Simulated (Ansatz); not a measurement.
MnO2:

```
Mn O
1.0
    -4.90750    4.90750    1.42350
     4.90750   -4.90750    1.42350
     4.90750    4.90750   -1.42350
Mn O
4 8
Direct
  0.83000 0.65000 0.48000
  0.65000 0.17000 0.82000
  0.17000 0.35000 0.52000
  0.35000 0.83000 0.18000
  0.45800 0.16000 0.61800
  0.16000 0.54200 0.70200
  0.54200 0.84000 0.38200
  0.84000 0.45800 0.29800
  0.20500 0.16000 0.36500
  0.16000 0.79500 0.95500
  0.79500 0.84000 0.63500
  0.84000 0.20500 0.04500
```

Measurements of this composition are mostly on another form, of space group No. 136.

Base run:

```yaml
Program: Ansatz 0.2.0
Functional: PBE
Potentials_or_basis: Ansatz PAW
Cutoff: "420 eV (not typed: the program's choice for these potentials)"
k_mesh: 10 × 10 × 10
Occupations: fermi-dirac, width 0.05 eV
Spin: collinear spin, antiferromagnetic start
Starting_moments: "[4.0, -4.0, 4.0, -4.0, 0.0, 0.0, 0.0, 0.0, 0.0, 0.0, 0.0, 0.0] μB"
```

Its results: band gap on the k mesh 0.54 eV, indirect (least direct gap 0.68 eV); pressure 2.8 GPa; largest force 0.928 eV/Å.

Q: The run is repeated on the same cell with these changes: spin from collinear spin, antiferromagnetic start to no spin polarisation. What comes out?

A: Band gap on the k mesh none (metal or under the smearing width); pressure -5.1 GPa; largest force 1.393 eV/Å.

Caveats: semilocal functionals often make such compounds metallic where correlation or magnetic order opens a gap, which also shifts bond lengths (some runs); forces of over 1 eV/Å show positions far from the minimum, so gaps and moduli don't describe the material at rest (some runs).

A k mesh can miss the band edges.
